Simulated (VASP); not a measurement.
GaP, 4 atoms in the cell. It takes space group R-3m (No. 166, trigonal). Conventional cell: a = 3.886 Å, b = 3.886 Å, c = 19.292 Å, α = 90.00°, β = 90.00°, γ = 120.00°. Ga (site symmetry 3m) has 3 P at 2.40 Å and 1 Ga at 2.49 Å as nearest neighbours. P (site symmetry 3m) has 1 P at 2.21 Å and 3 Ga at 2.40 Å as nearest neighbours. Measurements of this composition are mostly on another form, of space group No. 216.

- Program: VASP 6.6.1
- Task: single point
- Functional: PBEsol
- Potentials or basis: VASP PAW PBE potentials, release 64 (Ga_d, P)
- Cutoff: 520 eV
- k mesh: 9 × 9 × 9
- Occupations: gaussian, width 0.05 eV
- Spin: no spin polarisation
- Dipole correction: no
- Further INCAR settings: ALGO = Fast; EDIFF = 1e-07; NBANDS = 26

Potentials or basis: VASP PAW PBE potentials, release 64 (Ga_d, P).

The run is started by

```bash
$ cat potpaw_PBE.64/Ga_d/POTCAR potpaw_PBE.64/P/POTCAR > POTCAR
$ mpirun -np 1 vasp_std > vasp.out
```

Hardware: 1 thread of AMD EPYC 7R13 Processor (Zen 3), on a shared host.

Question: Estimate the wall time of this run.

Answer: Wall time 14 min on 1 thread of AMD EPYC 7R13 Processor (Zen 3), on a shared host, peak memory 0.45 GiB. Counts: scf iterations 15, k points 85.
